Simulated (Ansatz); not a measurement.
# Mg on Co(0001): change of the work function, part 3 of 4

Aim: the work function of Co(0001) at several coverages of Mg (fcc site), and the dipole that each adsorbate carries.

Ansatz 0.2.0; plane-wave DFT, PBE, Ansatz PAW.

So far, work function, upper face (eV): step 2 (the clean slab) 4.93; step 3 (37 atoms, coverage 0.111 ML, cell 3x3) 3.47.

**4. The covered slab, k-mesh 6×6×1, coverage 0.25 ML**

System of this step: Mg/Co(0001). The cell holds 17 atoms: 16 Co and 1 Mg. Its edges and angles: a = 5.020 Å, b = 5.020 Å, c = 26.364 Å, α = 90.0°, β = 90.0°, γ = 60.0°. Vacuum lies along c.

Another coverage, to see how the dipoles act on each other as their distance changes.

input.yaml reads:

```yaml
crystal:
  lattice:
    - [5.02, 0.0, 0.0]
    - [2.51, 4.347447527, 0.0]
    - [0.0, 0.0, 26.3637507953]
  atoms:
    - { symbol: Co, position: [0.3333333333, 0.3333333333, 0.3413778286], spin: 1.82 }
    - { symbol: Co, position: [0.0, 0.0, 0.4185902866], spin: 1.76 }
    - { symbol: Co, position: [0.3333333333, 0.3333333333, 0.4961743575], spin: 1.74 }
    - { symbol: Co, position: [0.0, 0.0, 0.569965981], spin: 1.79 }
    - { symbol: Co, position: [0.3333333333, 0.8333333333, 0.3413778286], spin: 1.82 }
    - { symbol: Co, position: [0.0, 0.5, 0.4185902866], spin: 1.76 }
    - { symbol: Co, position: [0.3333333333, 0.8333333333, 0.4961743575], spin: 1.74 }
    - { symbol: Co, position: [0.0, 0.5, 0.569965981], spin: 1.79 }
    - { symbol: Co, position: [0.8333333333, 0.3333333333, 0.3413778286], spin: 1.82 }
    - { symbol: Co, position: [0.5, 0.0, 0.4185902866], spin: 1.76 }
    - { symbol: Co, position: [0.8333333333, 0.3333333333, 0.4961743575], spin: 1.74 }
    - { symbol: Co, position: [0.5, 0.0, 0.569965981], spin: 1.79 }
    - { symbol: Co, position: [0.8333333333, 0.8333333333, 0.3413778286], spin: 1.82 }
    - { symbol: Co, position: [0.5, 0.5, 0.4185902866], spin: 1.76 }
    - { symbol: Co, position: [0.8333333333, 0.8333333333, 0.4961743575], spin: 1.74 }
    - { symbol: Co, position: [0.5, 0.5, 0.569965981], spin: 1.79 }
    - { symbol: Mg, position: [0.1666666667, 0.1666666667, 0.6586221714] }
magnetization:
  spin_polarized: true
kpoints:
  mp_grid: { grid: [6, 6, 1] }
hamiltonian:
  xc: pbe
scf:
  occupations: { method: fermi_dirac, width: 0.1 }
  convergence: { dr2_threshold: 1.0e-08 }
efield:
  axis: 3
  dipole_correction: true
  ramp_position: 0.97
  ramp_width: 0.06
relax:
  f_tol: 0.02
  max_steps: 60
  constraints: [{ sites: [0, 1, 4, 5, 8, 9, 12, 13] }]
output:
  dos: { projected: true, e_range: [-8, 4] }
  write_potential: true
  write_density: true
  volumetric_format: npy
  elf: true
```

On the command line:

```console
$ ansatz run input.yaml --threads 4 --pin off --max-ram 16384MiB --backend cpu --events-out ev --progress --plain --runs-dir out
```

The log of the run:

```text
[...]
Crystal: 17 atoms, lattice volume = 575.367 Å³
Basis set: ecut = 420 eV, 11351 PW (Γ), exchange–correlation on 72×72×360 points (8 copies of the dense FFT grid, shifted against one another)
Bands: 187, of which v1, the nominal top of the filled ones, is band 141 counted from 1 (140 counted from 0)
Symmetry: 6 space group operations
k-points: 7 of 36 (time reversal used)
[...]
Starting moments: Σ|m| = 28.44 μB on 16 of 17 sites
[...]
SCF iter   1: F=—  HF=-83931.260969 eV  |F-HF|=—  |Δ(HF+E_count)|=         —  Δρ=4.28e-2 (↑1.05e-2 ↓4.28e-2)  dr2=4.42e1  dr2_m=2.10e0  M=27.606 μB ∫|m|=28.661 μB  β_m=1.00  ethr=3.10e-3  p=-0.000 e·Å  D=-3.77e-7 V/Å  ΔV_dip=0.00 eV  dr2_dipole=4.69e0  V_vac-E_F(+/−)=7.28/7.28 eV  ⟨swp⟩=9.1  Hψ=12939  notcnv=0  defer=177
[...]
SCF iter  20: F=-83936.725975 eV  HF=-83936.725975 eV  |F-HF|=9.90e-10  |Δ(HF+E_count)|=   9.20e-9  Δρ=4.12e-7 (↑1.98e-7 ↓4.12e-7)  dr2=1.72e-9  dr2_m=1.27e-10  M=27.355 μB ∫|m|=29.980 μB  ethr=2.73e-12  p=0.220 e·Å  D=6.92e-2 V/Å  ΔV_dip=-1.82 eV  dr2_dipole=1.85e-10  V_vac-E_F(+/−)=3.16/4.99 eV  ⟨swp⟩=14.6  Hψ=19807  notcnv=0
SCF 1 converged in 20 iterations: F = -83936.725975 eV  dr2 = 1.72e-9
[...]
relax step   1: F+E_penalty+E_count = -83936.72597539 eV  Δ(F+E_penalty+E_count) = +0.000e0 eV  max|allowed force component| = 6.843e-1 eV/Å  Δτ_max = 0.0000 Å  (20 SCF iters, accepted)
[...]
SCF iter  13: F=-83936.795015 eV  HF=-83936.795015 eV  |F-HF|=6.52e-9  |Δ(HF+E_count)|=   6.13e-9  Δρ=4.93e-7 (↑3.24e-7 ↓4.93e-7)  dr2=6.55e-9  dr2_m=3.28e-10  M=27.286 μB ∫|m|=29.903 μB  ethr=1.00e-12  p=0.232 e·Å  D=7.28e-2 V/Å  ΔV_dip=-1.92 eV  dr2_dipole=2.21e-9  V_vac-E_F(+/−)=3.06/4.98 eV  ⟨swp⟩=11.1  Hψ=17093  notcnv=0
SCF 2 converged in 13 iterations: F = -83936.795015 eV  dr2 = 6.55e-9
[...]
relax step   2: F+E_penalty+E_count = -83936.79501503 eV  Δ(F+E_penalty+E_count) = -6.904e-2 eV  max|allowed force component| = 2.875e-1 eV/Å  Δτ_max = 0.1282 Å  (13 SCF iters, accepted)
SCF iter   1: F=—  HF=-83936.814820 eV  |F-HF|=—  |Δ(HF+E_count)|=         —  Δρ=1.59e-3 (↑1.35e-3 ↓1.59e-3)  dr2=1.73e-2  dr2_m=9.25e-3  M=27.255 μB ∫|m|=29.866 μB  β_m=1.00  ethr=4.99e-5  p=0.232 e·Å  D=7.28e-2 V/Å  ΔV_dip=-1.92 eV  dr2_dipole=5.74e-5  V_vac-E_F(+/−)=3.07/4.99 eV  ⟨swp⟩=7.3  Hψ=8769  notcnv=0  defer=255
[...]
SCF iter  13: F=-83936.815061 eV  HF=-83936.815061 eV  |F-HF|=9.75e-10  |Δ(HF+E_count)|=   5.17e-9  Δρ=5.47e-7 (↑2.01e-7 ↓5.47e-7)  dr2=3.66e-9  dr2_m=4.02e-10  M=27.245 μB ∫|m|=29.852 μB  ethr=1.10e-12  p=0.240 e·Å  D=7.56e-2 V/Å  ΔV_dip=-1.99 eV  dr2_dipole=6.03e-10  V_vac-E_F(+/−)=2.99/4.98 eV  ⟨swp⟩=11.1  Hψ=16498  notcnv=0
SCF 3 converged in 13 iterations: F = -83936.815061 eV  dr2 = 3.66e-9
relax step   3: F+E_penalty+E_count = -83936.81506095 eV  Δ(F+E_penalty+E_count) = -2.005e-2 eV  max|allowed force component| = 1.251e-1 eV/Å  Δτ_max = 0.1045 Å  (13 SCF iters, accepted)
[...]
relax step   4: F+E_penalty+E_count = -83936.80834000 eV  Δ(F+E_penalty+E_count) = +6.721e-3 eV  max|allowed force component| = 1.751e-1 eV/Å  Δτ_max = 0.0836 Å  (13 SCF iters, rejected (line search))
SCF iter   1: F=—  HF=-83936.816123 eV  |F-HF|=—  |Δ(HF+E_count)|=         —  Δρ=2.25e-3 (↑1.71e-3 ↓2.25e-3)  dr2=1.57e-2  dr2_m=1.81e-2  M=27.286 μB ∫|m|=29.892 μB  β_m=1.00  ethr=6.94e-5  p=0.239 e·Å  D=7.52e-2 V/Å  ΔV_dip=-1.98 eV  dr2_dipole=3.84e-4  V_vac-E_F(+/−)=3.00/4.98 eV  ⟨swp⟩=3.1  Hψ=5346  notcnv=0  defer=270
[...]
SCF iter  14: F=-83936.818826 eV  HF=-83936.818826 eV  |F-HF|=7.81e-9  |Δ(HF+E_count)|=   4.16e-9  Δρ=1.01e-6 (↑2.00e-7 ↓1.01e-6)  dr2=9.58e-9  dr2_m=9.61e-10  M=27.266 μB ∫|m|=29.873 μB  ethr=1.00e-12  p=0.239 e·Å  D=7.53e-2 V/Å  ΔV_dip=-1.98 eV  dr2_dipole=7.68e-11  V_vac-E_F(+/−)=3.00/4.98 eV  ⟨swp⟩=11.4  Hψ=16602  notcnv=0
SCF 5 converged in 14 iterations: F = -83936.818826 eV  dr2 = 9.58e-9
relax step   5: F+E_penalty+E_count = -83936.81882564 eV  Δ(F+E_penalty+E_count) = -3.765e-3 eV  max|allowed force component| = 7.723e-3 eV/Å  Δτ_max = 0.0292 Å  (14 SCF iters, accepted)
[...]
SCF converged after 14 iterations
Magnetization: 27.2665 μB (154.6332 up, 127.3668 down)
Absolute magnetization: 29.8821 μB (∫|ρ↑−ρ↓|, with the PAW one-centre terms)
[...]
Per-site moments (μB) at R_I (Å): [(1.833929, 1.030734), (1.763198, 1.027339), (1.749910, 0.998479), (1.683593, 0.996727), (1.833929, 1.030734), (1.763198, 1.027339), (1.749910, 0.998479), (1.683593, 0.996727), (1.833929, 1.030734), (1.763198, 1.027339), (1.749910, 0.998479), (1.683593, 0.996727), (1.838904, 1.030734), (1.765209, 1.030734), (1.705186, 0.996727), (1.853244, 1.024080), (0.00814843, 1.067894)]
Free energy (F): -83936.818826 eV
[...]
Internal energy: -83936.243441 eV  (E = F + TS)
E sigma→0 (E₀):  -83936.531133 eV
Entropy (-TS):   -0.575385 eV (-33.846 meV/atom)
Fermi energy:    3.332772 eV
Dipole field:    D = 0.075258 V/Å  (p = 0.239296 e·Å, saw-weighted, corrected)
Work function:   Φ+ = 2.9976 eV   Φ− = 4.9817 eV
[...]
--- Forces (eV/Å), atoms counted from 1 ---
  atom   1  Co     0.00724563     0.00418327     0.48924141
  atom   2  Co     0.02792966     0.01612519    -0.48438202
  atom   3  Co     0.00223600     0.00129095    -0.00432327
  atom   4  Co     0.00265075     0.00153041     0.00772312
  atom   5  Co     0.00000000    -0.00836653     0.48924141
  atom   6  Co    -0.00000000    -0.03225039    -0.48438202
  atom   7  Co    -0.00000000    -0.00258191    -0.00432327
  atom   8  Co     0.00000000    -0.00306082     0.00772312
  atom   9  Co    -0.00724563     0.00418327     0.48924141
  atom  10  Co    -0.02792966     0.01612519    -0.48438202
  atom  11  Co    -0.00223600     0.00129095    -0.00432327
  atom  12  Co    -0.00265075     0.00153041     0.00772312
  atom  13  Co     0.00000000     0.00000000     0.49394713
  atom  14  Co    -0.00000000     0.00000000    -0.50947682
  atom  15  Co     0.00000000    -0.00000000    -0.00722156
  atom  16  Co    -0.00000000    -0.00000000    -0.00181889
  atom  17  Mg     0.00000000     0.00000000    -0.00020469
  max |Σ_I F_I| component: 2.85e-6 eV/Å
--- Band table (eV; the first three rows and the last of 14) ---
  k-point 0 ↑: bands = [... 137 lower, 2.4142, 2.4168, 2.4168, 2.5580, 2.5580, 2.5645, 2.6251, 2.6251, ... 42 higher]
  k-point 1 ↑: bands = [... 137 lower, 2.3426, 2.3475, 2.3658, 2.4031, 2.4069, 2.4227, 2.4401, 2.5320, ... 42 higher]
  k-point 2 ↑: bands = [... 137 lower, 2.0779, 2.0988, 2.0992, 2.1827, 2.2316, 2.2376, 2.2641, 2.2736, ... 42 higher]
  k-point 6 ↓: bands = [... 137 lower, 3.9540, 4.0038, 4.0996, 4.1117, 4.1129, 4.1183, 4.1415, 4.1797, ... 42 higher]
--- Relaxed structure (5 steps of the walk, 4 accepted, 0 SCFs on fresh bases) ---
  F+E_penalty+E_count = -83936.81882564 eV   max|allowed force component| = 7.723e-3 eV/Å
  atoms:
    - { symbol: Co, position: [0.333333, 0.333333, 0.341378] }
    - { symbol: Co, position: [2.666712e-17, 2.666712e-17, 0.418590] }
    - { symbol: Co, position: [0.334368, 0.334368, 0.496358] }
    - { symbol: Co, position: [-0.00274025, -0.00274025, 0.569428] }
    - { symbol: Co, position: [0.333333, 0.833333, 0.341378] }
    - { symbol: Co, position: [8.326673e-17, 0.500000, 0.418590] }
    - { symbol: Co, position: [0.334368, 0.831265, 0.496358] }
    - { symbol: Co, position: [-0.00274025, 0.505481, 0.569428] }
    - { symbol: Co, position: [0.833333, 0.333333, 0.341378] }
    - { symbol: Co, position: [0.500000, 2.666712e-17, 0.418590] }
    - { symbol: Co, position: [0.831265, 0.334368, 0.496358] }
    - { symbol: Co, position: [0.505481, -0.00274025, 0.569428] }
    - { symbol: Co, position: [0.833333, 0.833333, 0.341378] }
    - { symbol: Co, position: [0.5, 0.500000, 0.418590] }
    - { symbol: Co, position: [0.833333, 0.833333, 0.495419] }
    - { symbol: Co, position: [0.5, 0.500000, 0.573062] }
    - { symbol: Mg, position: [0.166667, 0.166667, 0.650181] }
```

Run time: 7.7 min. Hardware: 4 threads of Arm Neoverse V1, shared host; peak memory 3.2 GiB; 30 min of CPU time.

The steps of the relaxation:

```
step  energy less that of the first step (eV)  largest force component (eV/Å)
   1                                   0.0000                          0.6843
   2                                  -0.0690                          0.2875
   3                                  -0.0891                          0.1251
   4                                  -0.0824                          0.1751
   5                                  -0.0929                          0.0077
```

Relaxation step 4 was tried and not accepted.

Forces are held to the 6 operations that the program found; a distortion that breaks them can't arise in this run.

The atoms that moved most (Å):

```
atom      dx      dy      dz  length
Mg17   0.000   0.000  -0.223   0.223
Co16   0.000   0.000   0.082   0.082
Co12   0.021  -0.012  -0.014   0.028
 Co8   0.000   0.024  -0.014   0.028
 Co4  -0.021  -0.012  -0.014   0.028
Co15   0.000   0.000  -0.020   0.020
 Co7   0.000  -0.009   0.005   0.010
Co11  -0.008   0.004   0.005   0.010
```

The relaxed structure:

```xyz
17
Lattice="5.0200 0.0000 0.0000 2.5100 4.3474 0.0000 0.0000 0.0000 26.3638" Properties=species:S:1:pos:R:3
Co    2.5100    1.4491    9.0000
Co    0.0000    0.0000   11.0356
Co    2.5178    1.4536   13.0859
Co   -0.0206   -0.0119   15.0123
Co    3.7650    3.6229    9.0000
Co    1.2550    2.1737   11.0356
Co    3.7650    3.6139   13.0859
Co    1.2550    2.1975   15.0123
Co    5.0200    1.4491    9.0000
Co    2.5100    0.0000   11.0356
Co    5.0122    1.4536   13.0859
Co    2.5306   -0.0119   15.0123
Co    6.2750    3.6229    9.0000
Co    3.7650    2.1737   11.0356
Co    6.2750    3.6229   13.0611
Co    3.7650    2.1737   15.1081
Mg    1.2550    0.7246   17.1412
```

Read from the output:

```yaml
energy_at_zero_smearing: -83936.5311 eV
total_moment: 27.27 μB
work_function_upper_face: 2.998 eV
work_function_lower_face: 4.982 eV
dipole_along_the_normal: 0.2393 e·Å
step_between_the_vacuum_levels: -1.984 eV
```

Running mean over 2.03561 Å of the planar mean; the ramp of the sawtooth is left out. Table of electron's electrostatic potential energy less the Fermi level by z:

```
z (Å)  electron's electrostatic potential energy less the Fermi level (eV)
  3.5                                                                 4.98
  4.0                                                                 4.98
  4.5                                                                 4.98
  5.0                                                                 4.98
  5.5                                                                 4.96
  6.0                                                                 4.92
  6.5                                                                 4.76
  7.0                                                                 4.20
  7.5                                                                 1.92
  8.0                                                                -3.46
  8.5                                                                -8.59
  9.0                                                                -10.3
  9.5                                                                -10.5
 10.0                                                                -10.5
 10.5                                                                -10.5
 11.0                                                                -10.5
 11.5                                                                -10.5
 12.0                                                                -10.5
 12.5                                                                -10.5
 13.0                                                                -10.6
 13.5                                                                -11.0
 14.0                                                                -11.4
 14.5                                                                -11.1
 15.0                                                                -10.5
 15.5                                                                -9.24
 16.0                                                                -5.55
 16.5                                                                -1.78
 17.0                                                               -0.363
 17.5                                                               -0.167
 18.0                                                                0.554
 18.5                                                                 1.81
 19.0                                                                 2.51
 19.5                                                                 2.80
 20.0                                                                 2.92
 20.5                                                                 2.97
 21.0                                                                 2.99
 21.5                                                                 2.99
 22.0                                                                 3.00
 22.5                                                                 3.00
 23.0                                                                 3.00
```

The density of states has structure finer than the step of the table below, so its rows give means over 0.25 eV. Peaks (eV: height): total -3.340: 51.2, -2.620: 58.4, -2.170: 55.7, -2.110: 49.7, -2.050: 54.9, -1.080: 79.9, -0.870: 76.8; up -3.340: 40.2, -2.620: 42.6, -2.500: 38.1, -2.050: 34.5, -1.740: 41.6, -1.080: 57.0, -0.870: 38.4; down -2.170: 28.8, -0.870: 38.4, -0.360: 29.4, 0.090: 28.5, 0.900: 33.8, 1.020: 33.2, 1.110: 45.6.

Density of states against energy, zero at the Fermi level; means over each step; values in states/eV a cell:

```
energy (eV)  total     up   down
      -7.75  0.929  0.468  0.461
      -7.50  0.903  0.461  0.442
      -7.25   1.30  0.705  0.596
      -7.00   2.36   1.20   1.16
      -6.75   2.10   1.01   1.09
      -6.50   1.93   1.05  0.877
      -6.25   1.87  0.920  0.948
      -6.00   2.79   1.82  0.972
      -5.75   3.22   1.68   1.54
      -5.50   2.91   1.58   1.33
      -5.25   4.52   3.03   1.49
      -5.00   7.64   6.53   1.11
      -4.75   12.0   8.60   3.39
      -4.50   14.3   11.6   2.71
      -4.25   16.5   14.4   2.03
      -4.00   18.3   11.2   7.11
      -3.75   19.4   15.1   4.32
      -3.50   22.7   15.8   6.86
      -3.25   21.7   12.2   9.43
      -3.00   29.7   20.1   9.54
      -2.75   33.9   22.9   11.1
      -2.50   42.4   32.5   9.82
      -2.25   42.0   23.5   18.5
      -2.00   28.1   19.1   8.95
      -1.75   26.0   19.5   6.55
      -1.50   35.0   18.4   16.6
      -1.25   41.9   22.1   19.9
      -1.00   54.3   29.5   24.8
      -0.75   47.7   24.1   23.6
      -0.50   19.7   3.25   16.4
      -0.25   21.2   4.93   16.2
       0.00   15.1   3.42   11.6
       0.25   20.5   2.55   17.9
       0.50   20.4   1.62   18.8
       0.75   20.7   2.40   18.3
       1.00   36.5   5.57   31.0
       1.25   21.3   3.16   18.1
       1.50   7.74   2.86   4.89
       1.75   6.08   2.83   3.25
```

Projected DOS per atom over height of the atomic layer and energy from the Fermi level. Layers: Co4 Co4 Co4 Co4 Mg from below.

Ten even steps from '0' (0.00 states/eV) to '9' (3.20 states/eV), each cell a mean:
```
00000
23320
55541
42241
32231
54440
99990
86570
54450
87781
65671
34440
34430
23320
13320
01110
00000
00000
00000
00000
00000
00000
```
Columns: height of the atomic layer (Å) from 9 to 17.1; rows upwards: energy from the Fermi level (eV) from -7.96 to 1.95.

Projected DOS per atom, spin up over height of the atomic layer and energy from the Fermi level. Layers: Co4 Co4 Co4 Co4 Mg from below.

Ten even steps from '_' (0.00 states/eV) to '@' (2.00 states/eV), each cell a mean:
```
__________
__________
____..____
__________
..........
....::::..
**@@@@##__
##++++**__
##====**__
@@####@@__
%%****##__
--==--==..
======++__
--====--__
..--==::__
..::::..__
__________
__________
__________
__________
__________
__________
```
Columns: height of the atomic layer (Å) from 9 to 17.1; rows upwards: energy from the Fermi level (eV) from -7.96 to 1.95.

[end of part 3 of 4]

[Long decimals in the printed logs are rounded to 6 places.]

[Logs are printed without paths, hosts, clocks, repeated set-up lines and the standing remarks that a program may print on its own settings, such as how far it seeks lower states.]

[Hosts, paths, dates, database ids (printed as entryN), source tags and the programs' standing remarks are cut or masked in the printed files.]

[Maps of the electrostatic potential energy from Ansatz leave out the sawtooth potential of an applied field or a dipole correction, so their vacuum need not be flat; planar profiles and work functions include it.]

[The density of states shown here was stored with 400 of the rows of the run's finer table, so its peaks can read low, often by over a quarter, or be missed, and its means over a window can be off by a tenth or more.]
